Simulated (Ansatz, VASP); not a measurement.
## Ti in VASP and in Ansatz

```
CELL_PARAMETERS angstrom
2.93917 0.00000 0.00000
-1.46958 2.54539 0.00000
0.00000 0.00000 4.64933
ATOMIC_POSITIONS crystal
Ti 0.33333 0.66667 0.25000
Ti 0.66667 0.33333 0.75000
```

Alike in both runs: functional PBE; k mesh 15 × 15 × 8; occupations gaussian, width 0.1 eV; no spin polarisation.

Ansatz relaxed the structure, and its values are those at the end. VASP's run is a single point on that final structure, the one shown.

```csv
,VASP,Ansatz
version,VASP 6.6.1,Ansatz 0.2.0
potentials or method,"VASP PAW PBE potentials, release 64 (Ti_sv)","scalar-relativistic, plane waves, PAW"
plane-wave cutoff (eV),520,420
valence electrons in the cell,24,24
```

```csv
,VASP,Ansatz,Ansatz less VASP
gap on the k mesh at the Fermi level (eV),none,none,-
pressure (GPa),-0.2,0.0,+0.23
```

A gap of «none» marks a metal or a gap that the smearing closes. The functional is the same, so the differences come from potentials, cutoffs and numerics.
